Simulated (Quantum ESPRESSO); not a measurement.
# O (C2/m) in Quantum ESPRESSO: single point with PBEsol

Aim: the single point of O with PBEsol.

All numbers are computed with Quantum ESPRESSO 7.5; they aren't measurements. Logs are shortened: lines on timing, memory, paths and dates and some standing lists are left out, and cuts for length are marked.

### Step 1. The crystal as given

The structure is monoclinic, space group C2/m (No. 12). The conventional cell has a = 5.703 Å, b = 3.325 Å, c = 4.363 Å, α = 90.00°, β = 123.29°, γ = 90.00°. Around O (site symmetry m) lie 1 O at 1.22 Å.

### Step 2. Single point, PBEsol

run.py

```python
import numpy as np
from ase.calculators.espresso import Espresso, EspressoProfile
from ase import Atoms

atoms = Atoms(['O', 'O'],
              cell=[[2.8514028533, -1.66241594, 0.0], [2.8514028533, 1.66241594, 0.0], [-2.3944914034, 0.0, 3.6470501824]],
              scaled_positions=[[0.97454617, 0.97454617, 0.84442598], [0.02545383, 0.02545383, 0.15557402]],
              pbc=True)

input_data = {
    'control': {'calculation': 'scf', 'prefix': 'pwscf', 'outdir': './tmp', 'tprnfor': True, 'tstress': True, 'disk_io': 'nowf'},
    'system': {'ecutwfc': 45.0, 'ecutrho': 360.0, 'nbnd': 12, 'occupations': 'smearing', 'smearing': 'fd', 'degauss': 0.00367493},
    'electrons': {'conv_thr': 4e-10, 'electron_maxstep': 120, 'mixing_beta': 0.5},
}
pseudopotentials = {'O': 'o_pbesol_v1.2.uspp.F.UPF'}
profile = EspressoProfile(command='mpirun -n 2 pw.x -nk 2', pseudo_dir='pseudo')
dft = Espresso(profile=profile, input_data=input_data, pseudopotentials=pseudopotentials, kpts=(10, 10, 7), koffset=(0, 0, 0))
atoms.calc = dft

print(f'energy {atoms.get_potential_energy():.8f} eV')
print('forces (eV/A)')
print(np.round(atoms.get_forces(), 6))
print('stress (eV/A^3, Voigt)')
print(np.round(atoms.get_stress(), 8))
print(f'Fermi level {dft.get_fermi_level():.4f} eV')
```

Potentials or basis: GBRV 1.5 PBEsol.

Command:

```sh
$ OMP_NUM_THREADS=1 python run.py
```

What it wrote:

```text
energy -872.10170485 eV
forces (eV/A)
[[-0.27907   0.        0.267382]
 [ 0.27907  -0.       -0.267382]]
stress (eV/A^3, Voigt)
[ 0.00455773  0.02346352  0.027609   -0.         -0.00937439  0.        ]
Fermi level -0.4564 eV
```

espresso.pwi:

```text
&CONTROL
   calculation      = 'scf'
   tstress          = .true.
   tprnfor          = .true.
   outdir           = './tmp'
   prefix           = 'pwscf'
   disk_io          = 'nowf'
   pseudo_dir       = 'pseudo'
/
&SYSTEM
   nbnd             = 12
   ecutwfc          = 45.0
   ecutrho          = 360.0
   occupations      = 'smearing'
   degauss          = 0.00367493
   smearing         = 'fd'
   ntyp             = 1
   nat              = 2
   ibrav            = 0
/
&ELECTRONS
   electron_maxstep = 120
   conv_thr         = 4e-10
   mixing_beta      = 0.5
/
&IONS
/
&CELL
/
&FCP
/
&RISM
/
ATOMIC_SPECIES
O 15.999 o_pbesol_v1.2.uspp.F.UPF

K_POINTS automatic
10 10 7  0 0 0

CELL_PARAMETERS angstrom
2.85140285330000 -1.66241594000000 0.00000000000000
2.85140285330000 1.66241594000000 0.00000000000000
-2.39449140340000 0.00000000000000 3.64705018240000

ATOMIC_POSITIONS angstrom
O 3.5356767097 -0.0000000000 3.0796639244  
O -0.2273624065 0.0000000000 0.5673862580
```

espresso.pwo:

```text
This program is part of the open-source Quantum ESPRESSO suite
     for quantum simulation of materials; please cite
         "P. Giannozzi et al., J. Phys.:Condens. Matter 21 395502 (2009);
         "P. Giannozzi et al., J. Phys.:Condens. Matter 29 465901 (2017);
         "P. Giannozzi et al., J. Chem. Phys. 152 154105 (2020);
     in publications or presentations arising from this work. More details at

Warning: card &CELL ignored
Warning: card &FCP ignored
Warning: card &RISM ignored

     Message from routine setup:
     using ibrav=0 with symmetry is DISCOURAGED, use correct ibrav instead

     K-points division:     npool     =       2
     Subspace diagonalization in iterative solution of the eigenvalue problem:
     a serial algorithm will be used

     G-vector sticks info
     --------------------
     sticks:   dense  smooth     PW     G-vecs:    dense   smooth      PW
     Sum         959     491    163                26863     9519    1817

     Using Slab Decomposition

     bravais-lattice index     =            0
     lattice parameter (alat)  =       6.2373  a.u.
     unit-cell volume          =     233.3279 (a.u.)^3
     number of atoms/cell      =            2
     number of atomic types    =            1
     number of electrons       =        12.00
     number of Kohn-Sham states=           12
     kinetic-energy cutoff     =      45.0000  Ry
     charge density cutoff     =     360.0000  Ry
     scf convergence threshold =      4.0E-10
     mixing beta               =       0.5000
     number of iterations used =            8  plain     mixing
     Exchange-correlation= SLA  PW   PSX  PSC
                           (   1   4  10   8   0   0   0)

     celldm(1)=   6.237277  celldm(2)=   0.000000  celldm(3)=   0.000000
     celldm(4)=   0.000000  celldm(5)=   0.000000  celldm(6)=   0.000000

     crystal axes: (cart. coord. in units of alat)
               a(1) = (   0.863898  -0.503667   0.000000 )
               a(2) = (   0.863898   0.503667   0.000000 )
               a(3) = (  -0.725466   0.000000   1.104957 )

     reciprocal axes: (cart. coord. in units 2 pi/alat)
               b(1) = (  0.578772 -0.992719  0.379996 )
               b(2) = (  0.578772  0.992719  0.379996 )
               b(3) = ( -0.000000  0.000000  0.905012 )

     PseudoPot. # 1 for O  read from file:
     o_pbesol_v1.2.uspp.F.UPF
     Pseudo is Ultrasoft + core correction, Zval =  6.0
     Generated by new atomic code, or converted to UPF format
     Using radial grid of  737 points,  5 beta functions with:
                l(1) =   0
                l(2) =   0
                l(3) =   1
                l(4) =   1
                l(5) =   2
     Q(r) pseudized with  8 coefficients,  rinner =    0.900   0.900   0.900
                                                       0.900   0.900

     atomic species   valence    mass     pseudopotential
     O                 6.00    15.99900     O ( 1.00)

      4 Sym. Ops., with inversion, found

   Cartesian axes

     site n.     atom                  positions (alat units)
         1        O      tau(   1) = (   1.0712143  -0.0000000   0.9330548  )
         2        O      tau(   2) = (  -0.0688847   0.0000000   0.1719027  )

     number of k points=   196  Fermi-Dirac smearing, width (Ry)=  0.0037

     Number of k-points >= 100: set verbosity='high' to print them.

     Dense  grid:    26863 G-vectors     FFT dimensions: (  40,  40,  50)

     Smooth grid:     9519 G-vectors     FFT dimensions: (  27,  27,  36)

     Check: negative core charge=   -0.000002

     Initial potential from superposition of free atoms

     starting charge      12.0000, renormalised to      12.0000
     Starting wfcs are    8 randomized atomic wfcs +    4 random wfcs

     Self-consistent Calculation

     iteration #  1     ecut=    45.00 Ry     beta= 0.50
     Davidson diagonalization with overlap
     ethr =  1.00E-02,  avg # of iterations =  5.8

     Threshold (ethr) on eigenvalues was too large:
     Diagonalizing with lowered threshold

     Davidson diagonalization with overlap
     ethr =  3.20E-04,  avg # of iterations =  1.2

     total energy              =     -64.09563723 Ry
     estimated scf accuracy    <       0.03855905 Ry

     iteration #  2     ecut=    45.00 Ry     beta= 0.50
     Davidson diagonalization with overlap
     ethr =  3.21E-04,  avg # of iterations =  1.0

     total energy              =     -64.09777411 Ry
     estimated scf accuracy    <       0.00348437 Ry

     iteration #  3     ecut=    45.00 Ry     beta= 0.50
     Davidson diagonalization with overlap
     ethr =  2.90E-05,  avg # of iterations =  2.7

     total energy              =     -64.09828134 Ry
     estimated scf accuracy    <       0.00024679 Ry

     iteration #  4     ecut=    45.00 Ry     beta= 0.50
     Davidson diagonalization with overlap
     ethr =  2.06E-06,  avg # of iterations =  2.9

     total energy              =     -64.09829402 Ry
     estimated scf accuracy    <       0.00005717 Ry

     iteration #  5     ecut=    45.00 Ry     beta= 0.50
     Davidson diagonalization with overlap
     ethr =  4.76E-07,  avg # of iterations =  1.0

     total energy              =     -64.09829836 Ry
     estimated scf accuracy    <       0.00000247 Ry

     iteration #  6     ecut=    45.00 Ry     beta= 0.50
     Davidson diagonalization with overlap
     ethr =  2.06E-08,  avg # of iterations =  1.0

     total energy              =     -64.09829859 Ry
     estimated scf accuracy    <       0.00000017 Ry

     iteration #  7     ecut=    45.00 Ry     beta= 0.50
     Davidson diagonalization with overlap
     ethr =  1.38E-09,  avg # of iterations =  2.0

     total energy              =     -64.09829864 Ry
     estimated scf accuracy    <       0.00000002 Ry

     iteration #  8     ecut=    45.00 Ry     beta= 0.50
     Davidson diagonalization with overlap
     ethr =  1.49E-10,  avg # of iterations =  2.0

     total energy              =     -64.09829865 Ry
     estimated scf accuracy    <          4.0E-10 Ry

     iteration #  9     ecut=    45.00 Ry     beta= 0.50
     Davidson diagonalization with overlap
     ethr =  3.34E-12,  avg # of iterations =  2.0

     End of self-consistent calculation

     Number of k-points >= 100: set verbosity='high' to print the bands.

     the Fermi energy is    -0.4564 ev

!    total energy              =     -64.09829865 Ry
     estimated scf accuracy    <          1.7E-11 Ry
     smearing contrib. (-TS)   =      -0.00384509 Ry
     internal energy E=F+TS    =     -64.09445356 Ry

     The total energy is F=E-TS. E is the sum of the following terms:
     one-electron contribution =     -42.46646607 Ry
     hartree contribution      =      25.30997818 Ry
     xc contribution           =     -13.86324082 Ry
     ewald contribution        =     -33.07472484 Ry

     convergence has been achieved in   9 iterations

     Forces acting on atoms (cartesian axes, Ry/au):

     atom    1 type  1   force =    -0.01085411    0.00000000    0.01039951
     atom    2 type  1   force =     0.01085411   -0.00000000   -0.01039951

     Total force =     0.021258     Total SCF correction =     0.000014

     Computing stress (Cartesian axis) and pressure

          total   stress  (Ry/bohr**3)                   (kbar)     P=      -29.71
  -0.00004964  -0.00000000   0.00010210           -7.30       -0.00       15.02
  -0.00000000  -0.00025555   0.00000000           -0.00      -37.59        0.00
   0.00010210  -0.00000000  -0.00030070           15.02       -0.00      -44.23

=------------------------------------------------------------------------------=
   JOB DONE.
=------------------------------------------------------------------------------=
```

It took 22 s on 2 MPI ranks of Arm Neoverse V2, shared host; peak memory 0.18 GiB.

What came out:

```
Free energy            : -872.1018 eV
Pressure               : -3.0 GPa
Largest force          : 0.386 eV/Å
Band gap on the k mesh : none (metal or under the smearing width)
```

Forces on the atoms (eV/Å):
```
O   -0.279  0.000  0.267
O    0.279  0.000 -0.267
```

Caveat: spin is off for a triplet molecule.

### Step 3. The reference run

An earlier run on the cell as given: functional PBEsol; potentials or basis GBRV 1.5 PBEsol; cutoff 612 eV; density cutoff 4898 eV; k mesh 10 × 10 × 7; occupations fermi-dirac, width 0.05 eV; no spin polarisation.

* Pressure: -3.0 GPa
* Largest force: 0.386 eV/Å
* Band gap on the k mesh: none (metal or under the smearing width)
